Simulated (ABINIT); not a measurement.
# Cl (Cmce) in ABINIT: further runs

The runs below take Cl through single point, with r2SCAN.

All numbers are computed with ABINIT 10.8.3 (patched build); they aren't measurements. Logs are shortened: lines on timing, memory, paths and dates and some standing lists are left out, and cuts for length are marked. The log counts tension as positive stress, the text compression.

## (1) The crystal as given

Symmetry: Cmce, No. 64, orthorhombic system. The conventional cell has a = 6.290 Å, b = 4.500 Å, c = 8.210 Å, α = 90.00°, β = 90.00°, γ = 90.00°. Cl (site symmetry m) is surrounded by 1 Cl at 2.02 Å.

## (2) Single point, r2SCAN

run.abi reads:

```
pp_dirpath "./"
pseudos "Cl.GGA_PBE-ansatz.xml"

acell 3*1.0 Angstrom
rprim
     3.1450000000    -2.2500000000     0.0000000000
     3.1450000000     2.2500000000     0.0000000000
     0.0000000000     0.0000000000     8.2100000000
ntypat 1
znucl 17
natom 4
typat 1 1 1 1
xred
     0.3700000000     0.6300000000     0.4000000000
     0.1300000000     0.8700000000     0.9000000000
     0.6300000000     0.3700000000     0.6000000000
     0.8700000000     0.1300000000     0.1000000000
chkprim 0
chksymtnons 0
tolsym 1.0e-6

ecut 18.0
pawecutdg 36.0
pawovlp -1

kptopt 1
ngkpt 6 6 3
nshiftk 1
shiftk 0.0 0.0 0.0

ixc -497498
usekden 1
pawxcdev 0

nband 18
occopt 3
tsmear 0.05 eV

nstep 100
tolvrs 1.0e-7

iomode 3
prtwf 0
prteig 0
prtebands 0
enunit 2
prtvol 2
prtden 1
prtvha 1
prtvclmb 1
prtpot 1
```

Potentials or basis: Ansatz PAW PBE default generated set, frozen core.

The run is started by

```console
mpirun --bind-to none -np 4 abinit run.abi > log 2>&1
```

run.abo:

```text
[... set-up lines left out ...]
 ETOT  1  -50.958814919138    -5.096E+01 2.336E-02 7.408E+00
 ETOT  2  -50.688835028384     2.700E-01 4.720E-03 1.074E+00
 ETOT  3  -50.687900954582     9.341E-04 8.290E-04 1.725E-02
 ETOT  4  -50.688058426241    -1.575E-04 3.230E-04 4.451E-03
 ETOT  5  -50.688121117513    -6.269E-05 2.375E-04 2.758E-04
 ETOT  6  -50.688122222773    -1.105E-06 6.977E-05 3.216E-05
 ETOT  7  -50.688122754216    -5.314E-07 5.189E-05 2.432E-06
 ETOT  8  -50.688122781331    -2.712E-08 2.328E-05 5.062E-07
 ETOT  9  -50.688122788919    -7.588E-09 3.450E-05 2.690E-08

 At SCF step    9       nres2   =  2.69E-08 < tolvrs=  1.00E-07 =>converged.

Result for kinetic energy density :

--------------------------------------------------------------------------------
 Total kinetic energy density [Ha/Bohr^3]
)     Maximum=    7.9896E-01  at reduced coord.    0.1250    0.8750    0.9000
)     Minimum=    8.7357E-04  at reduced coord.    0.2500    0.4750    0.1444
   Integrated=    2.3390E+01
--------------------------------------------------------------------------------

 Cartesian components of stress tensor (hartree/bohr^3)
  sigma(1 1)= -4.33664201E-06  sigma(3 2)=  0.00000000E+00
  sigma(2 2)=  2.81133392E-05  sigma(3 1)=  0.00000000E+00
  sigma(3 3)=  4.66271842E-05  sigma(2 1)=  0.00000000E+00

--- !ResultsGS
iteration_state: {dtset: 1, }
comment   : Summary of ground state results
lattice_vectors:
- [  5.9431887,  -4.2518838,   0.0000000, ]
- [  5.9431887,   4.2518838,   0.0000000, ]
- [  0.0000000,   0.0000000,  15.5146515, ]
lattice_lengths: [   7.30753,    7.30753,   15.51465, ]
lattice_angles: [ 90.000,  90.000,  71.161, ] # degrees, (23, 13, 12)
lattice_volume:   7.8410265E+02
convergence: {deltae: -7.588E-09, res2:  2.690E-08, residm:  3.450E-05, diffor: null, }
etotal    :  -5.06881228E+01
entropy   :   0.00000000E+00
fermie    :  -2.70167314E-02
cartesian_stress_tensor: # hartree/bohr^3
- [ -4.33664201E-06,   0.00000000E+00,   0.00000000E+00, ]
- [  0.00000000E+00,   2.81133392E-05,   0.00000000E+00, ]
- [  0.00000000E+00,   0.00000000E+00,   4.66271842E-05, ]
pressure_GPa:  -6.9045E-01
xred      :
- [  3.7000E-01,   6.3000E-01,   4.0000E-01, Cl]
- [  1.3000E-01,   8.7000E-01,   9.0000E-01, Cl]
- [  6.3000E-01,   3.7000E-01,   6.0000E-01, Cl]
- [  8.7000E-01,   1.3000E-01,   1.0000E-01, Cl]
cartesian_forces: # hartree/bohr
- [ -9.97080136E-20,  -3.42158785E-03,   2.20794632E-03, ]
- [  6.21860798E-20,   3.42158785E-03,   2.20794632E-03, ]
- [ -8.71220365E-21,   3.42158785E-03,  -2.20794632E-03, ]
- [  4.62341375E-20,  -3.42158785E-03,  -2.20794632E-03, ]
force_length_stats: {min:   4.07213585E-03, max:   4.07213585E-03, mean:   4.07213585E-03, }
...

 Integrated electronic density in atomic spheres:
 ------------------------------------------------
 Atom  Sphere_radius  Integrated_density
    1        2.42074          6.19013812
    2        2.42074          6.19013812
    3        2.42074          6.19013812
    4        2.42074          6.19013812

================================================================================

 ----iterations are completed or convergence reached----

 Mean square residual over all n,k,spin=   21.860E-08; max=  34.496E-06
   0.0000  0.0000  0.0000    1  1.41828E-11 kpt; spin; max resid(k); each band:
  1.42E-11 1.19E-11 7.33E-12 1.25E-11 6.47E-12 5.55E-12 2.48E-12 1.95E-12
  7.60E-14 8.00E-14 5.41E-12 2.71E-12 7.11E-14 7.39E-14 4.14E-12 5.72E-12
  1.09E-11 8.96E-12
   0.1667  0.0000  0.0000    1  1.20113E-10 kpt; spin; max resid(k); each band:
  1.39E-11 1.17E-11 8.22E-12 1.25E-11 6.41E-12 5.40E-12 3.35E-12 4.00E-12
  1.60E-12 2.13E-12 5.02E-12 2.35E-12 1.34E-13 2.93E-13 5.12E-12 5.74E-12
  1.38E-11 1.20E-10
   0.3333  0.0000  0.0000    1  3.78260E-10 kpt; spin; max resid(k); each band:
  1.32E-11 1.20E-11 9.52E-12 1.25E-11 6.19E-12 5.88E-12 4.81E-12 6.81E-12
  4.06E-12 3.47E-12 3.82E-12 2.22E-12 3.71E-12 3.07E-12 6.41E-12 6.10E-12
  3.24E-11 3.78E-10
   0.5000  0.0000  0.0000    1  1.69073E-11 kpt; spin; max resid(k); each band:
  1.20E-11 1.20E-11 1.16E-11 1.16E-11 6.08E-12 6.08E-12 6.48E-12 6.48E-12
  4.27E-12 4.27E-12 2.44E-12 2.44E-12 3.51E-12 3.51E-12 6.35E-12 6.35E-12
  1.59E-11 1.69E-11
   0.1667  0.1667  0.0000    1  2.09012E-09 kpt; spin; max resid(k); each band:
[... 72 lines left out ...]
  1.02E-11 9.33E-12 1.05E-11 1.18E-11 5.45E-12 5.47E-12 3.00E-12 2.16E-12
  2.67E-12 3.04E-12 5.74E-12 3.54E-12 2.55E-12 1.30E-12 6.99E-12 7.59E-12
  4.41E-09 6.01E-08
[... 57 lines left out ...]
   0.21803    0.23022
      occupation numbers for kpt#   2
   2.00000    2.00000    2.00000    2.00000    2.00000    2.00000    2.00000    2.00000
   2.00000    2.00000    2.00000    2.00000    2.00000    2.00000    0.00000    0.00000
   0.00000    0.00000
 kpt#   3, nband= 18, wtk=  0.03704, kpt=  0.3333  0.0000  0.0000 (reduced coord)
[... 176 lines left out ...]
  -0.70559   -0.70457   -0.55251   -0.55027   -0.26705   -0.26422   -0.20738   -0.20057
  -0.19970   -0.19643   -0.10016   -0.09330   -0.08663   -0.08528    0.03350    0.03589
   0.28011    0.28765
      occupation numbers for kpt#  25
   2.00000    2.00000    2.00000    2.00000    2.00000    2.00000    2.00000    2.00000
   2.00000    2.00000    2.00000    2.00000    2.00000    2.00000    0.00000    0.00000
   0.00000    0.00000
 kpt#  26, nband= 18, wtk=  0.01852, kpt=  0.5000  0.5000  0.3333 (reduced coord)
  -0.70586   -0.70317   -0.55204   -0.54556   -0.26864   -0.26093   -0.22092   -0.21172
  -0.18650   -0.18457   -0.10975   -0.10568   -0.09971   -0.08798    0.02787    0.03151
   0.26358    0.26820
      occupation numbers for kpt#  26
   2.00000    2.00000    2.00000    2.00000    2.00000    2.00000    2.00000    2.00000
   2.00000    2.00000    2.00000    2.00000    2.00000    2.00000    0.00000    0.00000
   0.00000    0.00000
 Fermi (or HOMO) energy (eV) =  -0.73516   Average Vxc (eV)=  -8.27996
 Eigenvalues (   eV  ) for nkpt=  26  k points:
 kpt#   1, nband= 18, wtk=  0.00926, kpt=  0.0000  0.0000  0.0000 (reduced coord)
 -19.47867  -19.27150  -15.28210  -14.72715   -7.59260   -6.76776   -4.87529   -4.75841
  -4.41506   -4.40581   -2.86574   -2.56813   -2.31489   -2.22277    0.69521    1.26724
   5.42604    5.97041
 kpt#   2, nband= 18, wtk=  0.03704, kpt=  0.1667  0.0000  0.0000 (reduced coord)
 -19.42971  -19.24819  -15.24992  -14.77362   -7.58508   -6.82770   -5.04132   -5.03674
  -4.55304   -4.55142   -2.68547   -2.46568   -2.36521   -2.28018    0.70322    1.23394
   5.93277    6.26461
 kpt#   3, nband= 18, wtk=  0.03704, kpt=  0.3333  0.0000  0.0000 (reduced coord)
 -19.31826  -19.21086  -15.16369  -14.89423   -7.52701   -7.03103   -5.51452   -5.39642
  -4.68087   -4.66439   -2.57899   -2.54530   -2.40211   -2.29824    0.86603    1.17076
   6.72754    6.86730
 kpt#   4, nband= 18, wtk=  0.01852, kpt=  0.5000  0.0000  0.0000 (reduced coord)
 -19.22622  -19.22622  -15.03911  -15.03911   -7.33066   -7.33066   -5.62463   -5.62463
  -4.70536   -4.70536   -2.66548   -2.66548   -2.30602   -2.30602    1.06924    1.06924
   6.74058    6.74058
 kpt#   5, nband= 18, wtk=  0.01852, kpt=  0.1667  0.1667  0.0000 (reduced coord)
[... 72 lines left out ...]
 -19.26477  -19.18348  -15.05274  -14.85075   -7.35540   -7.08733   -5.64032   -5.47319
  -4.99299   -4.97019   -3.00132   -2.74985   -2.60638   -2.30573    0.79160    0.92062
   7.34691    7.49597
 kpt#  24, nband= 18, wtk=  0.07407, kpt=  0.5000  0.3333  0.3333 (reduced coord)
 -19.21661  -19.15312  -15.03611  -14.88482   -7.32053   -7.11703   -5.83625   -5.64407
  -5.18455   -5.09071   -2.89664   -2.71276   -2.59381   -2.35042    0.81088    0.92556
   7.29107    7.51307
 kpt#  25, nband= 18, wtk=  0.03704, kpt= -0.3333  0.3333  0.3333 (reduced coord)
 -19.20019  -19.17234  -15.03465  -14.97360   -7.26670   -7.18988   -5.64305   -5.45772
  -5.43415   -5.34506   -2.72552   -2.53875   -2.35737   -2.32051    0.91160    0.97672
   7.62230    7.82737
 kpt#  26, nband= 18, wtk=  0.01852, kpt=  0.5000  0.5000  0.3333 (reduced coord)
 -19.20753  -19.13419  -15.02178  -14.84533   -7.31000   -7.10036   -6.01151   -5.76130
  -5.07480   -5.02242   -2.98648   -2.87572   -2.71337   -2.39414    0.75838    0.85734
   7.17233    7.29805
 Total charge density [el/Bohr^3]
)     Maximum=    2.9611E-01  at reduced coord.    0.2500    0.9000    0.9000
)Next maximum=    2.9611E-01  at reduced coord.    0.1000    0.7500    0.9000
)     Minimum=   -4.3730E-02  at reduced coord.    0.8750    0.1250    0.1000
)Next minimum=   -4.3730E-02  at reduced coord.    0.3750    0.6250    0.4000
   Integrated=    2.8000E+01

--- !EnergyTerms
iteration_state     : {dtset: 1, }
comment             : Components of total free energy in Hartree
kinetic             :  2.33897390223269E+01
hartree             :  1.26244278710814E+01
xc                  : -1.51223979509805E+01
Ewald energy        : -4.52935173226236E+01
psp_core            :  2.25421843605740E+00
local_psp           : -4.33897912416981E+01
PAW spherical_terms :  1.48491612351869E+01
internal            : -5.06881599506496E+01
'-kT*entropy'       : -1.95594920781636E-15
total_energy        : -5.06881599506496E+01
total_energy_eV     : -1.37929509851519E+03
...

--- !EnergyTermsDC
iteration_state     : {dtset: 1, }
comment             : '"Double-counting" decomposition of free energy'
band_energy         : -8.35201615323406E+00
Ewald energy        : -4.52935173226236E+01
psp_core            :  2.25421843605740E+00
xc_dc               : -9.23103700052100E+00
PAW spherical_terms :  9.93422925140236E+00
internal            : -5.06881227889189E+01
'-kT*entropy'       : -1.95594920781636E-15
total_energy_dc     : -5.06881227889189E+01
total_energy_dc_eV  : -1.37929408729298E+03
...

--- !EnergyTermsWithPAWCore
iteration_state     : {dtset: 1, }
comment             : 'Components of total free energy, including PAW core contributions'
Total energy        : -1.84070528330289E+03
Total energy DC     : -1.84070524614116E+03
Total energy (eV)   : -5.00881424289729E+04
Total energy DC (eV): -5.00881414177507E+04
...

 Cartesian components of stress tensor (hartree/bohr^3)
  sigma(1 1)= -4.33664201E-06  sigma(3 2)=  0.00000000E+00
  sigma(2 2)=  2.81133392E-05  sigma(3 1)=  0.00000000E+00
  sigma(3 3)=  4.66271842E-05  sigma(2 1)=  0.00000000E+00

-Cartesian components of stress tensor (GPa)         [Pressure= -6.9045E-01 GPa]
- sigma(1 1)= -1.27588413E-01  sigma(3 2)=  0.00000000E+00
- sigma(2 2)=  8.27122997E-01  sigma(3 1)=  0.00000000E+00
- sigma(3 3)=  1.37181912E+00  sigma(2 1)=  0.00000000E+00

== END DATASET(S) ==============================================================
================================================================================

 -outvars: echo values of variables after computation  --------
            acell      1.8897261259E+00  1.8897261259E+00  1.8897261259E+00 Bohr
           etotal     -5.0688122789E+01
            fcart     -9.9708013594E-20 -3.4215878501E-03  2.2079463159E-03
                       6.2186079796E-20  3.4215878501E-03  2.2079463159E-03
                      -8.7122036542E-21  3.4215878501E-03 -2.2079463159E-03
                       4.6234137452E-20 -3.4215878501E-03 -2.2079463159E-03
            rprim      3.1450000000E+00 -2.2500000000E+00  0.0000000000E+00
                       3.1450000000E+00  2.2500000000E+00  0.0000000000E+00
                       0.0000000000E+00  0.0000000000E+00  8.2100000000E+00
           strten     -4.3366420102E-06  2.8113339239E-05  4.6627184159E-05
                       0.0000000000E+00  0.0000000000E+00  0.0000000000E+00
           xangst      3.1450000000E+00  5.8500000000E-01  3.2840000000E+00
                       3.1450000000E+00  1.6650000000E+00  7.3890000000E+00
                       3.1450000000E+00 -5.8500000000E-01  4.9260000000E+00
                       3.1450000000E+00 -1.6650000000E+00  8.2100000000E-01
             xred      3.7000000000E-01  6.3000000000E-01  4.0000000000E-01
                       1.3000000000E-01  8.7000000000E-01  9.0000000000E-01
                       6.3000000000E-01  3.7000000000E-01  6.0000000000E-01
                       8.7000000000E-01  1.3000000000E-01  1.0000000000E-01
 Calculation completed.
```

It took 56 s on 4 MPI ranks of Arm Neoverse V1, shared host; peak memory 0.92 GiB.

Results:

* Free energy: -1379.2941 eV
* Pressure: -0.7 GPa
* Largest force: 0.209 eV/Å
* Band gap on the k mesh: 2.86 eV, indirect (least direct gap 2.92 eV)

Forces in eV/Å, atoms in the order of the input:
```
Cl   0.000 -0.176  0.114
Cl   0.000  0.176  0.114
Cl   0.000  0.176 -0.114
Cl   0.000 -0.176 -0.114
```

Caveat: the atomic spheres overlap; totals of a meta-GGA on PAW files have another zero than those of a GGA; the PAW data sets were made with another functional, which shifts forces and pressure a little; an odd mesh through Γ misses points on the zone boundary, where band edges often lie.

## (3) Single point, r2SCAN

run.abi: that of step 2 with these lines changed.

```diff
@@ -1,3 +1,3 @@
 pp_dirpath "./"
-pseudos "Cl.GGA_PBE-ansatz.xml"
+pseudos "Cl.GGA_PBE-JTH.xml"
 
@@ -21,5 +21,4 @@
 
-ecut 18.0
-pawecutdg 36.0
-pawovlp -1
+ecut 30.0
+pawecutdg 52.0
```

Potentials or basis: JTH PAW PBE v2.0.

The run is started by

```console
mpirun --bind-to none -np 4 abinit run.abi > log 2>&1
```

Wall time 77 s (4 MPI ranks of Arm Neoverse V1, shared host); peak memory 0.88 GiB.

Results (log left out):

* Free energy: -1380.8312 eV
* Pressure: -0.5 GPa
* Largest force: 0.131 eV/Å
* Band gap on the k mesh: 2.84 eV, indirect (least direct gap 2.90 eV)
* Valence electrons inside the program's atomic spheres: Cl 4.29 (radii [0.9544] Å)

Forces on the atoms (eV/Å):
```
Cl   0.000 -0.130  0.021
Cl   0.000  0.130  0.021
Cl   0.000  0.130 -0.021
Cl   0.000 -0.130 -0.021
```

Stress tensor (GPa, compression positive):
```
 0.04  0.00  0.00
 0.00 -0.65  0.00
 0.00  0.00 -1.00
```

Levels at points of the mesh, in eV from the valence-band top:
```csv
k point,band 11,band 12,band 13,band 14,band 15,band 16,band 17,band 18
"(0.00, 0.00, 0.00)",-0.70,-0.40,-0.15,-0.06,2.84,3.41,7.60,8.17
"(0.50, 0.00, 0.00)",-0.50,-0.50,-0.14,-0.14,3.21,3.21,8.93,8.93
"(0.50, 0.50, 0.00)",-0.97,-0.90,-0.36,0.00,2.91,3.10,9.18,9.26
```

Caveat: totals of a meta-GGA on PAW files have another zero than those of a GGA; the PAW data sets were made with another functional, which shifts forces and pressure a little; an odd mesh through Γ misses points on the zone boundary, where band edges often lie. r2SCAN opens gaps a little over a GGA but as a rule still falls short of measured ones.

[end of part 1 of 2]
